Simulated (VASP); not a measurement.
Write the native input for VASP 6.6.1 that does the following.

```
Task                   : relaxation of cell and atoms
Functional             : PBE
Potentials or basis    : VASP PAW PBE potentials, release 64 (Zr_sv, O)
Cutoff                 : 600 eV
k mesh                 : 8 × 8 × 6
Occupations            : gaussian, width 0.02 eV
Spin                   : no spin polarisation
Further INCAR settings : ALGO = Normal; EDIFF = 1e-06; IBRION = 2; EDIFFG = -0.005; NSW = 80; ISIF = 3
```

The structure of ZrO2 lies in POSCAR:

```
ZrO2                                    
1.0
    3.6215151798      0.0000000000     -0.0000000000
    0.0000000000      3.6215151798      0.0000000000
    0.0000000000      0.0000000000      5.2770352118
  Zr              O             
     2     4
Direct
     0.0000000000000000    1.0000000000000000    0.0000000000000000
     0.5000000000000000    0.5000000000000000    0.5000000000000000
     0.0000000000000000    0.5000000000000000    0.3061987805230975
     0.0000000000000000    0.5000000000000000    0.8061987805230975
     0.5000000000000000    0.0000000000000000    0.6938012194769025
     0.5000000000000000    0.0000000000000000    0.1938012194769025
```

The cell is a database's computed one.

The input as run:

INCAR

```
SYSTEM = ZrO2
ALGO = Normal
EDIFF = 1E-6
EDIFFG = -0.005
ENCUT = 600
GGA = PE
IBRION = 2
ISIF = 3
ISMEAR = 0
KPAR = 4
LASPH = .TRUE.
LCHARG = .FALSE.
LREAL = .FALSE.
LWAVE = .FALSE.
NELM = 120
NSW = 80
PREC = Accurate
SIGMA = 0.02
```

KPOINTS

```
k-points
0
G
  8 8 6
  0 0 0
```

Potentials or basis: VASP PAW PBE potentials, release 64 (Zr_sv, O).

The run is started by

```bash
$ cat potpaw_PBE.64/Zr_sv/POTCAR potpaw_PBE.64/O/POTCAR > POTCAR
$ mpirun -np 4 vasp_std > vasp.out
```

Results of the run:

| Property | Result |
| --- | --- |
| Pressure after relaxing | 0.0 GPa |
| Band gap on the k mesh | 4.02 eV, indirect (least direct gap 4.12 eV) |

Caveat: the relaxation stopped at its first step, so nothing moved.

Run time: 43 s on 4 MPI ranks on Intel(R) Xeon(R) Platinum 8259CL CPU @ 2.50GHz (Skylake/Cascade Lake), on a shared host, peak memory 0.26 GiB a rank.
